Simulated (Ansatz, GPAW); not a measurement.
This is a calculation of Mo for Ansatz 0.2.0. 

input.yaml

```yaml
crystal:
  lattice:
    - [-1.5838089719, 1.5838089719, 1.5838089719]
    - [1.5838089719, -1.5838089719, 1.5838089719]
    - [1.5838089719, 1.5838089719, -1.5838089719]
  atoms:
    - { symbol: Mo, position: [0.0, 0.0, 0.0] }
kpoints:
  mp_grid: { grid: [12, 12, 12] }
scf:
  occupations: { method: gaussian, width: 0.02 }
hamiltonian:
  xc: lda
  pseudopotentials: { kind: all_electron, lapw: { basis_error: 0.001 } }
output:
  forces: true
  stress: true
  eigenvalues: true
```

Potentials or basis: all-electron LAPW, scalar-relativistic.

Launch:

```sh
$ ansatz run input.yaml --threads 1 --pin off --max-ram 3072MiB --backend cpu --events-out ev --progress --plain --runs-dir out
```

Problem. What does the same run look like in GPAW 26.7.0 (ASE script)? Potentials or basis there: the program's PAW data sets (release 1.2.1) made for this functional, cutoff 600 eV.

Solution. As run (cutoffs and basis follow the program's own potentials, and thresholds, step limits or extra output files can differ):

Contents of run.py:

```python
from ase import Atoms
from ase.dft.bandgap import bandgap
from ase.io import write
from ase.units import GPa
from gpaw import GPAW, PW

atoms = Atoms(['Mo'],
              cell=[[-1.5838089719, 1.5838089719, 1.5838089719],
                    [1.5838089719, -1.5838089719, 1.5838089719],
                    [1.5838089719, 1.5838089719, -1.5838089719]],
              scaled_positions=[[0.0, 0.0, 0.0]],
              pbc=True)

calc = GPAW(mode=PW(600),
            xc='LDA',
            kpts={'size': (12, 12, 12), 'gamma': True},
            occupations={'name': 'methfessel-paxton', 'order': 0, 'width': 0.02},
            nbands=16,
            convergence={'density': 1e-05, 'energy': 1e-05},
            maxiter=150,
            txt='gpaw.txt')
atoms.calc = calc
energy = atoms.get_potential_energy()
forces = atoms.get_forces()
stress = atoms.get_stress()
calc.write('gs.gpw')
write('result.traj', atoms)
print(f'Energy: {energy:.6f} eV')
print('Forces (eV/A):')
print(forces.round(4))
print('Stress (GPa):', (stress / GPa).round(3))
print('Fermi level:', round(calc.get_fermi_level(), 4), 'eV')
print(f'Gap: {bandgap(calc)[0]:.4f} eV, direct: {bandgap(calc, direct=True)[0]:.4f} eV')
```

Potentials or basis: the program's PAW data sets (release 1.2.1) made for this functional, pw.

Run with:

```sh
$ OMP_NUM_THREADS=1 python run.py
```

Both were run:

|  | Ansatz | GPAW |
| --- | --- | --- |
| Pressure | -14.2 GPa | -15.1 GPa |

Where Ansatz's input types no cutoff or centring, it takes its own default and a Γ-centred mesh.

The two programs' LDA may be different fits to the electron gas.

The cell lies far from this level's equilibrium.

Pressure is positive in compression.
